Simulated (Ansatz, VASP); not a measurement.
Two plane-wave programs on SiC

```
Si C
1.0
     3.09500    0.00000    0.00000
    -1.54750    2.68035    0.00000
     0.00000    0.00000    5.68434
Si C
1 1
Direct
  0.66667 0.33333 0.00000
  0.33333 0.66667 0.00000
```

Alike in both runs: functional PBE; k mesh 12 × 12 × 2; occupations gaussian, width 0.1 eV; no spin polarisation.

Ansatz relaxed the structure, and its values are those at the end. VASP's run is a single point on that final structure, the one shown.

|  | VASP | Ansatz |
| --- | --- | --- |
| version | VASP 6.6.1 | Ansatz 0.2.0 |
| potentials or method | VASP PAW PBE potentials, release 64 (Si, C) | scalar-relativistic, plane waves, PAW |
| plane-wave cutoff (eV) | 520 | 420 |
| valence electrons in the cell | 8 | 8 |

```tsv
	VASP	Ansatz	Ansatz less VASP
gap on the k mesh at the Fermi level (eV)	2.38	2.39	+0.008
least direct gap on the mesh (eV)	2.48	2.49	+0.009
pressure (GPa)	0.1	0.1	+0.04
```

With one functional, cell and mesh, what is left measures potentials, basis and numerics.

Caveats: the k mesh is coarse (spacing up to 0.55 Å⁻¹), so the values aren't converged. PBE gaps usually lie below the measured ones, often by a third to a half. A k mesh can miss the band edges.
